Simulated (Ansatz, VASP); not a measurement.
**One calculation of TePb, two programs**

```
Pb Te
1.0
     4.00229    0.00000    0.00000
     0.00000    4.00229    0.00000
     0.00000    0.00000    4.00229
Pb Te
1 1
Direct
  0.00000 0.00000 0.00000
  0.50000 0.50000 0.50000
```

Measurements of this composition are mostly on another form, of space group No. 225.

Alike in both runs: functional PBE; k mesh 7 × 7 × 7; occupations fermi-dirac, width 0.05 eV; no spin polarisation.

|  | VASP | Ansatz |
| --- | --- | --- |
| version | VASP 6.6.1 | Ansatz 0.2.0 |
| potentials or method | VASP PAW PBE potentials, release 64 (Pb_d, Te), cutoff 520 eV | all-electron PAW datasets made for the crystal |
| task | single point | density of states |

|  | VASP | Ansatz | Ansatz less VASP |
| --- | --- | --- | --- |
| gap on the k mesh at the Fermi level (eV) | none | none | - |
| pressure (GPa) | 0.0 | 0.0 | +0.05 |

A gap of «none» marks a metal or a gap that the smearing closes. Ansatz ran all-electron here, so the differences hold the error of VASP's frozen core and of both bases.

Caveats: the program warned that the printed levels may be off, so bands, gaps and densities of states are rough (Ansatz); the density of states is complete only up to the lowest level of the last band computed (Ansatz). The runs have no spin-orbit coupling, so splittings on Pb, Te are missing.
